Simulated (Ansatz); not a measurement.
**Electron scattering at the Σ5 (210) boundary in fcc Al with Zr (substitutional)**

Wanted: what the Σ5 (210) boundary in fcc Al with Zr (substitutional) costs an interconnect.

Method: Ansatz plane-wave DFT, PBE, PAW files; relaxation of a bicrystal slab with its lowest layers held; PAW set soft_1, in the first sound run; inputs show where later runs differ, in Ansatz 0.2.0.

## 1. Starting point

The cell holds 21 atoms: 20 Al and 1 Zr. Cell: a = 4.958 Å, b = 4.048 Å, c = 30.008 Å, α = 90.0°, β = 90.0°, γ = 65.9°. It derives from Al. built on the (2 1 0) plane; 2 overlapping atoms removed and the grains opened by 0 Å. Vacuum lies along c.

## 2. Relaxing the bicrystal

The boundary is built by mirroring the lower grain in the boundary plane and removing any atoms that overlap; then the Zr is put in at the boundary. A thin bicrystal slab is relaxed first, with the lowest layers held and the upper grain free to shift and open.

Input file input.yaml:

```yaml
crystal:
  lattice:
    - [4.957730497, 0.0, 0.0]
    - [1.6525768323, 3.6952741352, 0.0]
    - [0.0, 0.0, 30.0082257911]
  atoms:
    - { symbol: Al, position: [0.6, 0.7000000001, 0.1666209804] }
    - { symbol: Al, position: [0.2, 0.4000000001, 0.1967844967] }
    - { symbol: Al, position: [0.8, 0.1000000001, 0.226948013] }
    - { symbol: Al, position: [0.4, 0.8000000001, 0.2571115294] }
    - { symbol: Al, position: [1.0, 0.5000000001, 0.2872750457] }
    - { symbol: Al, position: [0.6, 0.2, 0.3174385621] }
    - { symbol: Al, position: [0.2, 0.9, 0.3476020784] }
    - { symbol: Al, position: [0.8, 0.6, 0.3777655948] }
    - { symbol: Al, position: [0.4, 0.3, 0.4079291111] }
    - { symbol: Zr, position: [0.0, 0.0, 0.4380926274] }
    - { symbol: Al, position: [0.8, 0.6, 0.4984196601] }
    - { symbol: Al, position: [0.2, 0.9, 0.5285831765] }
    - { symbol: Al, position: [0.6, 0.2, 0.5587466928] }
    - { symbol: Al, position: [1.0, 0.5000000001, 0.5889102092] }
    - { symbol: Al, position: [0.4, 0.8000000001, 0.6190737255] }
    - { symbol: Al, position: [0.8, 0.1000000001, 0.6492372419] }
    - { symbol: Al, position: [0.2, 0.4000000001, 0.6794007582] }
    - { symbol: Al, position: [0.6, 0.7000000001, 0.7095642745] }
    - { symbol: Al, position: [1.0, 1.0e-10, 0.7397277909] }
    - { symbol: Al, position: [0.4, 0.3000000001, 0.7698913072] }
    - { symbol: Al, position: [0.8, 0.6000000001, 0.8000548236] }
kpoints:
  mp_grid: { grid: [6, 6, 1] }
hamiltonian:
  xc: pbe
  pseudopotentials: { kind: paw, azcp: { folder: soft_1 } }
scf:
  occupations: { method: fermi_dirac, width: 0.1 }
relax:
  f_tol: 0.03
  max_steps: 80
  constraints: [{ sites: [0, 1, 2, 3] }]
```

On the command line:

```sh
$ ansatz run input.yaml --threads 4 --pin off --max-ram 15360MiB --backend cpu --events-out ev --progress --plain --runs-dir out
```

Numbers of over 12 decimals in the logs are rounded to 6 here.

What it wrote:

```text
Engine: ansatz 0.2.0, aarch64-unknown-linux-gnu
Pseudopotentials: kind: paw
Pseudopotential: Al, paw, valence charge 3, recommended cutoff 420 eV (normal), soft_1/Al.paw.azcp
Pseudopotential: Zr, paw, valence charge 12, recommended cutoff 420 eV (normal), soft_1/Zr.paw.azcp
Functional definition: PBE
  parameter kappa = 0.804
  parameter beta = 0.066725
  exchange = pbe_x(kappa = kappa, mu = beta*pi^2/3)
  correlation = pbe_c(beta = beta)
Crystal: 21 atoms, lattice volume = 549.756 Å³
Basis set: ecut = 420 eV, 10749 PW (Γ), exchange–correlation on 72×60×432 points (8 copies of the dense FFT grid, shifted against one another)
Bands: 57, of which v1, the nominal top of the filled ones, is band 36 counted from 1 (35 counted from 0)
Symmetry: 2 space group operations
Space group: Cm (ITA 8), of the structure as read, at distance tolerance 8.2e-5 Å
k-points: 13 of 36 (time reversal used)
Non-local potential: Al, projectors of the file, l = 0: 2, l = 1: 2, l = 2: 1
Non-local potential: Zr, projectors of the file, l = 0: 3, l = 1: 2, l = 2: 2, l = 3: 1
PAW form: soft (Blöchl's): semilocal exchange-correlation on the pseudo side does not see the compensation charge
PAW one-centre angular grid: Al, 110 points (default); XC on 64 Gauss nodes
PAW one-centre angular grid: Zr, 590 points (default); XC on 64 Gauss nodes
Initial density: superposition of atomic densities (neutral atoms: chi_scale 0, normalization atom)
Initial wavefunctions: pseudopotential atomic-orbital guess
Functional: x = pbe(κ = 0.804, μ = 0.219515), c = pbe(β = 0.066725)
SCF iter   1: F=—  HF=-14934.302778 eV  |F-HF|=—  |Δ(HF+E_count)|=         —  Δρ=2.39e-2  dr2=6.65e1  ethr=3.10e-3  ⟨swp⟩=9.3  Hψ=4308  notcnv=0  defer=10
preconditioner: auto → LDOS  [metal: Δε(μ)=0.044 eV  Ē_g=6.116 eV  σ=0.100 eV  W_gap=0.11  n_scr=80 (ndim 8)  ℏωp=12.7 eV  f_vac=0.235  D(μ)=10.26/eV (n_scr^D=66)  β→1.0]
SCF iter   2: F=—  HF=-14931.414656 eV  |F-HF|=—  |Δ(HF+E_count)|=    2.89e0  Δρ=8.27e-3  dr2=1.48e0  ethr=3.10e-3  ⟨swp⟩=5.4  Hψ=1965  notcnv=0  defer=19
SCF iter   3: F=—  HF=-14931.344136 eV  |F-HF|=—  |Δ(HF+E_count)|=   7.05e-2  Δρ=2.08e-3  dr2=8.23e-2  ethr=2.05e-3  ⟨swp⟩=4.5  Hψ=1508  notcnv=0  defer=17
SCF iter   4: F=—  HF=-14931.330149 eV  |F-HF|=—  |Δ(HF+E_count)|=   1.40e-2  Δρ=4.82e-4  dr2=2.10e-3  ethr=1.14e-4  ⟨swp⟩=2.5  Hψ=1415  notcnv=0  defer=18
SCF iter   5: F=—  HF=-14931.330514 eV  |F-HF|=—  |Δ(HF+E_count)|=   3.65e-4  Δρ=1.73e-4  dr2=3.84e-4  ethr=2.92e-6  ⟨swp⟩=2.5  Hψ=1328  notcnv=0  defer=15
SCF iter   6: F=-14931.330497 eV  HF=-14931.330507 eV  |F-HF|=9.30e-6  |Δ(HF+E_count)|=   7.37e-6  Δρ=4.31e-5  dr2=2.17e-5  ethr=3.12e-8  ⟨swp⟩=4.1  Hψ=3085  notcnv=0
SCF 1 converged in 6 iterations: F = -14931.330497 eV  dr2 = 2.17e-5
  greatest PAW one-centre occupation: 0.997 electrons in one spin orbital (limit 2), on the Zr atom at site 9 (counted from 0), in its partial waves of l = 0
relax step   1: F+E_penalty+E_count = -14931.33049722 eV  Δ(F+E_penalty+E_count) = +0.000e0 eV  max|allowed force component| = 3.286e-1 eV/Å  Δτ_max = 0.0000 Å  (6 SCF iters, dr2 threshold 2.25e-5 eV, accepted)
Initial density: handed on by an earlier stage of this run
Initial wavefunctions: those handed on with the density
iter 1 solved again at ethr=2.33e-3 eV; its pass at ethr=3.10e-3 eV (dr2=1.68e0 eV) is discarded
SCF iter   1: F=—  HF=-14931.554305 eV  |F-HF|=—  |Δ(HF+E_count)|=         —  Δρ=4.53e-3  dr2=1.17e0  ethr=2.33e-3  ⟨swp⟩=1.3  Hψ=2907  notcnv=0  defer=14
preconditioner: auto → LDOS  [metal: Δε(μ)=0.014 eV  Ē_g=6.008 eV  σ=0.100 eV  W_gap=0.04  n_scr=80 (ndim 8)  ℏωp=12.7 eV  f_vac=0.246  D(μ)=10.16/eV (n_scr^D=66)  β→1.0]
SCF iter   2: F=—  HF=-14931.502767 eV  |F-HF|=—  |Δ(HF+E_count)|=   5.15e-2  Δρ=1.44e-3  dr2=4.53e-2  ethr=1.62e-3  ⟨swp⟩=1.2  Hψ=774  notcnv=0  defer=14
SCF iter   3: F=—  HF=-14931.495151 eV  |F-HF|=—  |Δ(HF+E_count)|=   7.62e-3  Δρ=3.86e-4  dr2=3.07e-3  ethr=6.29e-5  ⟨swp⟩=2.1  Hψ=1207  notcnv=0  defer=14
SCF iter   4: F=—  HF=-14931.495035 eV  |F-HF|=—  |Δ(HF+E_count)|=   1.16e-4  Δρ=1.09e-4  dr2=1.88e-4  ethr=4.27e-6  ⟨swp⟩=1.9  Hψ=868  notcnv=0  defer=14
SCF iter   5: F=-14931.495046 eV  HF=-14931.495047 eV  |F-HF|=9.58e-7  |Δ(HF+E_count)|=   1.21e-5  Δρ=3.37e-5  dr2=5.91e-6  ethr=9.37e-9  ⟨swp⟩=4.4  Hψ=3267  notcnv=0
SCF 2 converged in 5 iterations: F = -14931.495046 eV  dr2 = 5.91e-6
  greatest PAW one-centre occupation: 0.996 electrons in one spin orbital (limit 2), on the Zr atom at site 9 (counted from 0), in its partial waves of l = 0
relax step   2: F+E_penalty+E_count = -14931.49504615 eV  Δ(F+E_penalty+E_count) = -1.645e-1 eV  max|allowed force component| = 3.085e-1 eV/Å  Δτ_max = 0.1936 Å  (5 SCF iters, dr2 threshold 6.75e-6 eV, accepted)
iter 1 solved again at ethr=3.38e-4 eV; its pass at ethr=3.10e-3 eV (dr2=2.43e-1 eV) is discarded
SCF iter   1: F=—  HF=-14931.632729 eV  |F-HF|=—  |Δ(HF+E_count)|=         —  Δρ=4.21e-3  dr2=2.58e-1  ethr=3.38e-4  ⟨swp⟩=2.2  Hψ=3448  notcnv=0  defer=15
preconditioner: auto → LDOS  [metal: Δε(μ)=0.019 eV  Ē_g=5.988 eV  σ=0.100 eV  W_gap=0.05  n_scr=80 (ndim 8)  ℏωp=12.7 eV  f_vac=0.246  D(μ)=9.80/eV (n_scr^D=58)  β→1.0]
SCF iter   2: F=—  HF=-14931.600712 eV  |F-HF|=—  |Δ(HF+E_count)|=   3.20e-2  Δρ=1.05e-3  dr2=1.55e-2  ethr=3.38e-4  ⟨swp⟩=2.2  Hψ=1060  notcnv=0  defer=15
SCF iter   3: F=—  HF=-14931.599284 eV  |F-HF|=—  |Δ(HF+E_count)|=   1.43e-3  Δρ=4.44e-4  dr2=2.57e-3  ethr=2.16e-5  ⟨swp⟩=2.1  Hψ=1196  notcnv=0  defer=15
SCF iter   4: F=—  HF=-14931.598716 eV  |F-HF|=—  |Δ(HF+E_count)|=   5.68e-4  Δρ=8.87e-5  dr2=9.37e-5  ethr=3.57e-6  ⟨swp⟩=2.0  Hψ=1200  notcnv=0  defer=15
SCF iter   5: F=—  HF=-14931.598705 eV  |F-HF|=—  |Δ(HF+E_count)|=   1.12e-5  Δρ=2.97e-5  dr2=9.87e-6  ethr=1.30e-7  ⟨swp⟩=2.0  Hψ=1227  notcnv=0  defer=15
SCF iter   6: F=-14931.598704 eV  HF=-14931.598704 eV  |F-HF|=3.47e-8  |Δ(HF+E_count)|=   8.14e-7  Δρ=5.16e-6  dr2=2.18e-7  ethr=8.26e-9  ⟨swp⟩=4.9  Hψ=2297  notcnv=0
SCF 3 converged in 6 iterations: F = -14931.598704 eV  dr2 = 2.18e-7
relax step   3: F+E_penalty+E_count = -14931.59870375 eV  Δ(F+E_penalty+E_count) = -1.037e-1 eV  max|allowed force component| = 2.661e-1 eV/Å  Δτ_max = 0.1952 Å  (6 SCF iters, dr2 threshold 5.95e-6 eV, accepted)
[... from here on, the SCF cycles and remarks between the steps are left out ...]
relax step   4: F+E_penalty+E_count = -14931.64868510 eV  Δ(F+E_penalty+E_count) = -4.998e-2 eV  max|allowed force component| = 1.635e-1 eV/Å  Δτ_max = 0.1940 Å  (5 SCF iters, dr2 threshold 5.27e-5 eV, accepted)
relax step   5: F+E_penalty+E_count = -14931.68237987 eV  Δ(F+E_penalty+E_count) = -3.369e-2 eV  max|allowed force component| = 6.447e-2 eV/Å  Δτ_max = 0.1948 Å  (5 SCF iters, dr2 threshold 1.01e-5 eV, accepted)
relax step   6: F+E_penalty+E_count = -14931.69792235 eV  Δ(F+E_penalty+E_count) = -1.554e-2 eV  max|allowed force component| = 1.171e-1 eV/Å  Δτ_max = 0.1860 Å  (7 SCF iters, accepted)
relax step   7: F+E_penalty+E_count = -14931.70517050 eV  Δ(F+E_penalty+E_count) = -7.248e-3 eV  max|allowed force component| = 7.022e-2 eV/Å  Δτ_max = 0.1434 Å  (5 SCF iters, dr2 threshold 2.13e-6 eV, accepted)
relax step   8: F+E_penalty+E_count = -14931.72043554 eV  Δ(F+E_penalty+E_count) = -1.527e-2 eV  max|allowed force component| = 1.431e-1 eV/Å  Δτ_max = 0.1950 Å  (6 SCF iters, dr2 threshold 1.77e-6 eV, accepted)
relax step   9: F+E_penalty+E_count = -14931.74266686 eV  Δ(F+E_penalty+E_count) = -2.223e-2 eV  max|allowed force component| = 1.017e-1 eV/Å  Δτ_max = 0.1923 Å  (5 SCF iters, dr2 threshold 7.37e-6 eV, accepted)
relax step  10: F+E_penalty+E_count = -14931.77613128 eV  Δ(F+E_penalty+E_count) = -3.346e-2 eV  max|allowed force component| = 1.444e-1 eV/Å  Δτ_max = 0.1933 Å  (5 SCF iters, dr2 threshold 5.22e-6 eV, accepted)
relax step  11: F+E_penalty+E_count = -14931.83345405 eV  Δ(F+E_penalty+E_count) = -5.732e-2 eV  max|allowed force component| = 2.454e-1 eV/Å  Δτ_max = 0.1918 Å  (5 SCF iters, dr2 threshold 1.05e-5 eV, accepted)
relax step  12: F+E_penalty+E_count = -14931.90890937 eV  Δ(F+E_penalty+E_count) = -7.546e-2 eV  max|allowed force component| = 3.620e-1 eV/Å  Δτ_max = 0.1966 Å  (5 SCF iters, dr2 threshold 6.02e-5 eV, accepted)
relax step  13: F+E_penalty+E_count = -14932.00143527 eV  Δ(F+E_penalty+E_count) = -9.253e-2 eV  max|allowed force component| = 4.492e-1 eV/Å  Δτ_max = 0.1940 Å  (5 SCF iters, dr2 threshold 1.00e-4 eV, accepted)
relax step  14: F+E_penalty+E_count = -14932.10111754 eV  Δ(F+E_penalty+E_count) = -9.968e-2 eV  max|allowed force component| = 4.712e-1 eV/Å  Δτ_max = 0.1947 Å  (5 SCF iters, dr2 threshold 1.00e-4 eV, accepted)
relax step  15: F+E_penalty+E_count = -14932.19793270 eV  Δ(F+E_penalty+E_count) = -9.682e-2 eV  max|allowed force component| = 3.969e-1 eV/Å  Δτ_max = 0.1950 Å  (5 SCF iters, dr2 threshold 1.00e-4 eV, accepted)
relax step  16: F+E_penalty+E_count = -14932.27636783 eV  Δ(F+E_penalty+E_count) = -7.844e-2 eV  max|allowed force component| = 2.690e-1 eV/Å  Δτ_max = 0.2000 Å  (4 SCF iters, dr2 threshold 1.00e-4 eV, accepted)
relax step  17: F+E_penalty+E_count = -14932.31221570 eV  Δ(F+E_penalty+E_count) = -3.585e-2 eV  max|allowed force component| = 1.021e-1 eV/Å  Δτ_max = 0.1949 Å  (5 SCF iters, dr2 threshold 3.32e-5 eV, accepted)
relax step  18: F+E_penalty+E_count = -14932.33820531 eV  Δ(F+E_penalty+E_count) = -2.599e-2 eV  max|allowed force component| = 4.855e-2 eV/Å  Δτ_max = 0.1831 Å  (6 SCF iters, dr2 threshold 1.50e-6 eV, accepted)
relax step  19: F+E_penalty+E_count = -14932.35247337 eV  Δ(F+E_penalty+E_count) = -1.427e-2 eV  max|allowed force component| = 4.984e-2 eV/Å  Δτ_max = 0.1950 Å  (6 SCF iters, accepted)
relax step  20: F+E_penalty+E_count = -14932.36028955 eV  Δ(F+E_penalty+E_count) = -7.816e-3 eV  max|allowed force component| = 3.966e-2 eV/Å  Δτ_max = 0.1767 Å  (6 SCF iters, accepted)
relax step  21: F+E_penalty+E_count = -14932.36384884 eV  Δ(F+E_penalty+E_count) = -3.559e-3 eV  max|allowed force component| = 1.428e-2 eV/Å  Δτ_max = 0.0990 Å  (6 SCF iters, dr2 threshold 9.96e-7 eV, accepted)
iter 1 solved again at ethr=4.31e-10 eV; its pass at ethr=3.10e-3 eV (dr2=3.10e-7 eV) is discarded
SCF iter   1: F=—  HF=-14932.363837 eV  |F-HF|=—  |Δ(HF+E_count)|=         —  Δρ=3.32e-6  dr2=3.11e-7  ethr=4.31e-10  ⟨swp⟩=1.4  Hψ=1829  notcnv=0  defer=22
preconditioner: auto → LDOS  [metal: Δε(μ)=0.017 eV  Ē_g=6.095 eV  σ=0.100 eV  W_gap=0.04  n_scr=80 (ndim 8)  ℏωp=12.7 eV  f_vac=0.257  D(μ)=9.30/eV (n_scr^D=50)  β→1.0]
SCF iter   2: F=-14932.363849 eV  HF=-14932.363849 eV  |F-HF|=6.34e-8  |Δ(HF+E_count)|=   1.24e-5  Δρ=2.44e-6  dr2=8.68e-8  ethr=1.39e-10  ⟨swp⟩=3.3  Hψ=2959  notcnv=0
SCF 22 converged in 2 iterations: F = -14932.363849 eV  dr2 = 8.68e-8
relax step  22: F+E_penalty+E_count = -14932.36384900 eV  Δ(F+E_penalty+E_count) = -1.558e-7 eV  max|allowed force component| = 1.421e-2 eV/Å  Δτ_max = 0.0000 Å  (2 SCF iters, accepted)
SCF converged after 2 iterations
Free energy (F): -14932.363849 eV
Harris-Foulkes:  -14932.363849 eV  (|F-HF|=6.34e-8)
Internal energy: -14932.057538 eV  (E = F + TS)
E sigma→0 (E₀):  -14932.210694 eV
Entropy (-TS):   -0.306311 eV (-14.586 meV/atom)
Fermi energy:    3.823388 eV
--- Per-component energies (eV) ---
  E_band       = -236.457054
  E_kinetic    = 754.023781
  E_local      = -19629.244274  (includes V_loc(G=0)·N_el)
  E_nonlocal   = 277.880149
  E_hartree    = 9640.653013
  E_xc         = -900.616718
  E_vxc        = -755.628770  (∫ρ·V_xc dr)
  E_paw        = -12352.427942  (= ΣΔE_a)
  E_vpaw       = -164.800043  (= ΣTr[D̂ρ^β])
  E_aug_tail   = -0.000067  (compensation charges beyond the density's cutoff)
  E_ewald      = 7277.674519
  E_smearing   = -0.306311  (= −TS)
  E_closure    = -0.000000  (closes the sum)
  Σ components = -14932.363849   (vs F -14932.363849, Δ=0.00e0)
--- Forces (eV/Å), atoms counted from 1 ---
  atom   1  Al    -0.07985505     0.03571226     0.25021059
  atom   2  Al     0.00380141    -0.00170004    -0.17921054
  atom   3  Al     0.01802723    -0.00806202     0.00167937
  atom   4  Al     0.07243434    -0.03239362    -0.08817397
  atom   5  Al     0.00455297    -0.00203615    -0.00657412
  atom   6  Al    -0.00232954     0.00104180     0.00647130
  atom   7  Al     0.00008272    -0.00003699     0.00141885
  atom   8  Al    -0.00175123     0.00078317     0.00544929
  atom   9  Al    -0.00254856     0.00113975     0.00273743
  atom  10  Zr    -0.01090453     0.00487665    -0.01420981
  atom  11  Al    -0.00378245     0.00169156     0.00646833
  atom  12  Al    -0.00861956     0.00385478    -0.00649229
  atom  13  Al     0.00676528    -0.00302553     0.00841355
  atom  14  Al    -0.00345997     0.00154734     0.00151184
  atom  15  Al     0.00787998    -0.00352404    -0.00246331
  atom  16  Al     0.00176049    -0.00078731     0.00290650
  atom  17  Al     0.00357933    -0.00160073    -0.00225543
  atom  18  Al    -0.00440295     0.00196906    -0.00125760
  atom  19  Al     0.00132990    -0.00059475     0.00609680
  atom  20  Al    -0.00209185     0.00093550     0.00395841
  atom  21  Al    -0.00048546     0.00021711     0.00335793
  max |Σ_I F_I| component: 4.31e-5 eV/Å
--- Relaxed structure (22 steps of the walk, 22 accepted, 0 SCFs on fresh bases) ---
  F+E_penalty+E_count = -14932.36384900 eV   max|allowed force component| = 1.421e-2 eV/Å
  atoms:
    - { symbol: Al, position: [0.600000, 0.700000, 0.166621] }
    - { symbol: Al, position: [0.200000, 0.4, 0.1967844967] }
    - { symbol: Al, position: [0.800000, 0.100000, 0.226948] }
    - { symbol: Al, position: [0.400000, 0.800000, 0.2571115294] }
    - { symbol: Al, position: [1.014479, 0.492761, 0.287554] }
    - { symbol: Al, position: [0.625214, 0.187393, 0.317384] }
    - { symbol: Al, position: [0.239717, 0.880141, 0.347211] }
    - { symbol: Al, position: [0.835044, 0.582478, 0.377910] }
    - { symbol: Al, position: [0.447939, 0.276031, 0.409711] }
    - { symbol: Zr, position: [0.043682, -0.021841, 0.440228] }
    - { symbol: Al, position: [0.633798, 0.683101, 0.471271] }
    - { symbol: Al, position: [-0.165471, 1.082735, 0.529066] }
    - { symbol: Al, position: [0.249116, 0.375442, 0.504597] }
    - { symbol: Al, position: [0.544768, 0.727616, 0.576175] }
    - { symbol: Al, position: [-0.023973, 1.011986, 0.612377] }
    - { symbol: Al, position: [0.366444, 0.316778, 0.638587] }
    - { symbol: Al, position: [-0.241152, 0.620576, 0.668475] }
    - { symbol: Al, position: [0.150212, 0.924894, 0.700304] }
    - { symbol: Al, position: [0.546713, 0.226643, 0.729095] }
    - { symbol: Al, position: [-0.062589, 0.531294, 0.762393] }
    - { symbol: Al, position: [0.337869, 0.831066, 0.786509] }
```

Elapsed: 4.9 min, on 4 threads of Arm Neoverse N1, shared host; peak memory 1.1 GiB.

The steps of the relaxation:

```csv
step,energy less that of the first step (eV),largest force component (eV/Å)
1,0.0000,0.3286
2,-0.1645,0.3085
3,-0.2682,0.2661
4,-0.3182,0.1635
5,-0.3519,0.0645
6,-0.3674,0.1171
7,-0.3747,0.0702
8,-0.3899,0.1431
9,-0.4122,0.1017
10,-0.4456,0.1444
11,-0.5030,0.2454
12,-0.5784,0.3620
13,-0.6709,0.4492
14,-0.7706,0.4712
15,-0.8674,0.3969
16,-0.9459,0.2690
17,-0.9817,0.1021
18,-1.0077,0.0485
19,-1.0220,0.0498
20,-1.0298,0.0397
21,-1.0334,0.0143
22,-1.0334,0.0142
```

The run keeps the 2 symmetry operations that it works with, so distortions that break them were not tested.

The atoms that moved most (Å):

```csv
atom,dx,dy,dz,length
Al13,-1.450,0.648,-1.625,2.272
Al21,-1.909,0.854,-0.406,2.131
Al20,-1.911,0.855,-0.225,2.106
Al14,-1.881,0.841,-0.382,2.095
Al19,-1.873,0.838,-0.319,2.076
Al18,-1.858,0.831,-0.278,2.055
Al17,-1.823,0.815,-0.328,2.023
Al16,-1.791,0.801,-0.320,1.988
```

This step gave:

```
free energy             : -14932.3638 eV
energy at zero smearing : -14932.2107 eV
Fermi energy            : 3.823 eV
```

The largest force component on a free atom ends at 0.014 eV/Å, under the tolerance of 0.03, after 22 steps.

(Part 1 of 2 ends here.)

[Logs are printed without paths, hosts, clocks, repeated set-up lines and the standing remarks that a program may print on its own settings, such as how far it seeks lower states.]

[Hosts, paths, dates, database ids (printed as entryN), source tags and the programs' standing remarks are cut or masked in the printed files.]
